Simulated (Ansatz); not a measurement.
## O under changes of volume

One of the cells (18.134 Å³/atom); the others are scaled copies at fixed shape and fractional positions:

```
CELL_PARAMETERS angstrom
1.67495 0.96703 3.73200
-1.67495 0.96703 3.73200
0.00000 -1.93406 3.73200
ATOMIC_POSITIONS crystal
O 0.05461 0.05461 0.05461
O 0.94539 0.94539 0.94539
```

The real solid is made of molecules; this cell is a model form.

| Property | Result |
| --- | --- |
| Program | Ansatz 0.2.0 |
| Functional | LDA |
| Potentials or basis | JTH PAW LDA |
| Cutoff | 1380 eV |
| Density cutoff | 6900 eV |
| k mesh | 9 × 9 × 9 |
| Occupations | gaussian, width 0.05 eV |
| Spin | no spin polarisation |

| volume (Å³/atom) | energy over the lowest point (meV/atom) | pressure (GPa) | largest force (eV/Å) |
| --- | --- | --- | --- |
| 17.046 | 0.00 | -4.0 | 0.468 |
| 17.409 | 10.36 | -5.1 | 0.180 |
| 17.772 | ? | ? | ? |
| 18.134 | 37.45 | -6.8 | 1.338 |
| 18.497 | 53.72 | -7.5 | 1.856 |
| 18.860 | 71.53 | -8.2 | 2.339 |
| 19.223 | 90.71 | -8.7 | 2.788 |

**Question.** What does the run at 17.772 Å³/atom give?

**Answer.** Energy over the lowest point 22.93 meV/atom; pressure -6.0 GPa; largest force 0.780 eV/Å.

Worked out: A Birch-Murnaghan fit of order 3 (a polynomial in V^(-2/3)) to the other rows has no minimum within the range. It gives 22.94 meV/atom at 17.772 Å³/atom, against the run's 22.93, and -dE/dV = -6.0 GPa, against -6.0.

Energies are extrapolated to zero smearing.

Caveats: spin is off for a triplet molecule; forces of over 1 eV/Å show positions far from the minimum, so gaps and moduli don't describe the material at rest (some runs).
